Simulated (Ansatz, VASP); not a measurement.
## ZrH3 in VASP and in Ansatz

```
Zr H
1.0
     3.00772    0.00000    0.00000
     0.00000    3.00772    0.00000
     0.00000    0.00000    3.00772
Zr H
1 3
Direct
  0.00000 0.00000 0.00000
  0.00000 0.50000 0.50000
  0.50000 0.00000 0.50000
  0.50000 0.50000 0.00000
```

The cell comes from a database or a generator and needn't be the stable form of this composition.

Alike in both runs: task single point; functional PBEsol; dispersion D3(BJ); k mesh 14 × 14 × 14; occupations gaussian, width 0.1 eV; no spin polarisation.

|  | VASP | Ansatz |
| --- | --- | --- |
| version | VASP 6.6.1 | Ansatz 0.2.0 |
| potentials or method | VASP PAW PBE potentials, release 64 (Zr_sv, H) | scalar-relativistic, plane waves, PAW |
| plane-wave cutoff (eV) | 520 | 420 |
| valence electrons in the cell | 15 | 15 |

Ansatz gave:

- gap on the k mesh at the Fermi level (eV): none
- pressure (GPa): 7.4

Q: Estimate VASP's values.

A: gap on the k mesh at the Fermi level (eV): none; pressure (GPa): 7.5.

A gap of «none» marks a metal or a gap that the smearing closes. Ansatz warned: «force_scf_threshold_loose».

Caveats: the PAW data sets were made with another functional, which shifts forces and pressure a little (VASP); pairwise dispersion overbinds metals, which lowers pressure and volume.
